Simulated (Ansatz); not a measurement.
CdIn2O4, one structure, two calculations

Cell: a structure deposited in the COD whose atoms were relaxed with PBE, the cell held.

```cif
data_CdIn2O4
_symmetry_space_group_name_H-M 'Fd-3m:1'
_symmetry_Int_Tables_number 227
_cell_length_a 9.1660
_cell_length_b 9.1660
_cell_length_c 9.1660
_cell_angle_alpha 90.000
_cell_angle_beta 90.000
_cell_angle_gamma 90.000
loop_
_atom_site_label
_atom_site_type_symbol
_atom_site_symmetry_multiplicity
_atom_site_Wyckoff_symbol
_atom_site_fract_x
_atom_site_fract_y
_atom_site_fract_z
Cd Cd 8 a 0.5000 0.5000 0.0000
In In 16 d 0.1250 0.1250 0.6250
O O 32 e 0.3625 0.3625 0.8625
```

One atom of each set is listed; the run and its k-mesh use a cell of 14 atoms with edges of 6.48, 6.48, 6.48 Å.

First run. Level of theory: DFT, PBE, plane waves and PAW, scalar-relativistic, 420 eV cutoff, Γ-centred 4×4×4 k-points, Fermi–Dirac smearing 0.02 eV (Ansatz 0.2.0).

```tsv
site	V_zz (10²¹ V/m²)	η
In	-4.82	0.00
O	1.78	0.00
```

Second run. The same atoms and settings, except that spin–orbit coupling is included (fully relativistic PAW files).

Q: Given the first result, estimate the second.

A: 

```csv
site,V_zz,η,change of V_zz
In,-4.80,0.00,+0.02
O,1.79,0.00,+0.01
```

No V_zz moves by more than 0.03. Sites without a gradient aren't listed.

At this cell the PBE pressure is 7 GPa, so with PBE the cell would grow if it were relaxed.
